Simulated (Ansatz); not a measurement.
## Si: ideal shear of a crystal plane

Theory: Ansatz 0.2.0, DFT LDA, scalar-relativistic, plane waves, PAW. Settings: plane waves to 420 eV, k-mesh 26×26×6 (Γ-centred), Gaussian smearing 0.15 eV. No spin polarisation. Energies are free energies at this smearing, counted from the undisturbed cell; pressure is positive in compression.

The undisturbed cell (relaxed at this level; this form isn't the usual structure):

```
Si
1.0
    -2.60849    0.00000    0.00000
    -1.30425   -2.25902    0.00000
     0.00000    0.00000    9.88304
Si
4
Direct
  0.00000 0.00000 0.87500
  0.00000 0.00000 0.12500
  0.00000 0.00000 0.37500
  0.00000 0.00000 0.62500
```

The cut lies on the cell's a–b face, a (0 0 1) plane (indices in the standard cell, whose axes needn't be the Cartesian ones shown) of area 5.89 Å², between layers 2.47 Å apart. Vector c is tilted by f times 1·a + 0·b (length 2.608 Å) with the atoms' Cartesian places fixed: one unrelaxed fault a cell. The traction is dγ/du, the slope of γ against the slip u in Å. Some rows repeat others by symmetry and weren't run.

```
     f  γ (mJ/m²) traction (GPa)
0.0000          0             0.0
0.1000         64             4.9
0.2000        247             9.0
0.3000        509            10.4
0.4000        751             7.2
0.5000        845             0.1
0.6000        751            -7.2
0.7000        509           -10.4
0.8000        247            -9.0
0.9000         64            -4.9
```

Read off the first barrier and the stress needed to climb it, and compare with Frenkel's sinusoid.

The first sampled maximum lies at f = 0.500, a slip of 1.30 Å, with γ ≈ 845 mJ/m², which stands in for the unstable fault energy γ_us, and the steepest sampled slope before it is 10.4 GPa. A sinusoid γ = γ_us sin²(πu/λ) with its maximum there has λ = 2.61 Å and a largest slope πγ_us/λ = 10.2 GPa (1 mJ/m² per Å = 0.01 GPa).

Is there a metastable fault on this line?

Apart from points where γ returns to about zero, no local minimum shows among the samples, so at this sampling the line offers no fault for a dislocation to split on; a fault can still lie off the line.

The cut is rigid; relaxing the faces lowers these energies and usually the stresses.

In a metal these slopes depend on the k mesh and the smearing.

Cost: 6 runs of about 5.2 core-minutes in all, on Intel Xeon Platinum 8259CL (Skylake/Cascade Lake) (shared hosts).